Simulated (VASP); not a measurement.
Set up this calculation in VASP 6.6.1, as the native input.

| Item | Value |
| --- | --- |
| Task | single point |
| Functional | PBE |
| Potentials or basis | VASP PAW PBE potentials, release 64 (Cs_sv, Sn_d, Br) |
| Cutoff | 520 eV |
| k mesh | 6 × 6 × 6 |
| Occupations | gaussian, width 0.05 eV |
| Spin | no spin polarisation |
| Dipole correction | no |
| Further INCAR settings | ALGO = Fast; EDIFF = 1e-06; NBANDS = 30 |

The structure of CsSnBr3 lies in POSCAR:

```
CsSnBr3
1.0
    5.8390056100      0.0000000000      0.0000000000
    0.0000000000      5.8390056100      0.0000000000
    0.0000000000      0.0000000000      5.8390056100
Cs Sn Br
1 1 3
Direct
    0.0000000000      0.0000000000      0.0000000000
    0.5000000000      0.5000000000      0.5000000000
    0.5000000000      0.0000000000      0.5000000000
    0.5000000000      0.5000000000      0.0000000000
    0.0000000000      0.5000000000      0.5000000000
```

The cell is a database's computed one.

These files were run (other wordings do the same):

INCAR

```
PREC     = Accurate       # precision mode
ENCUT    = 520            # plane-wave cutoff, eV
EDIFF    = 1E-6           # SCF threshold, eV
ISMEAR   = 0              # smearing method
SIGMA    = 0.05           # smearing width, eV
LREAL    = F              # projectors in reciprocal space
LASPH    = T              # aspherical terms in the spheres
NELM     = 100            # most SCF steps
ALGO     = Fast           # electronic algorithm
ISIF     = 2              # what is computed and relaxed
LWAVE    = F              # write WAVECAR
LCHARG   = T              # write CHGCAR
GGA      = PE             # functional
LELF     = T              # ELF
LVHAR    = T            
NBANDS   = 30             # bands
```

KPOINTS

```
regular mesh
0
Gamma
  6 6 6
```

Potentials or basis: VASP PAW PBE potentials, release 64 (Cs_sv, Sn_d, Br).

Command:

```sh
$ cat potpaw_PBE.64/Cs_sv/POTCAR potpaw_PBE.64/Sn_d/POTCAR potpaw_PBE.64/Br/POTCAR > POTCAR
$ mpirun -np 1 vasp_std > vasp.out
```

It gave:

```
Pressure               : 0.6 GPa
Band gap on the k mesh : 0.50 eV, direct
```

Caveat: spin-orbit coupling is left out, which moves the levels of the heavy elements.

Run time: 76 s on 1 thread of Intel(R) Xeon(R) 6975P-C (Granite Rapids) (shared host), peak memory 0.39 GiB.
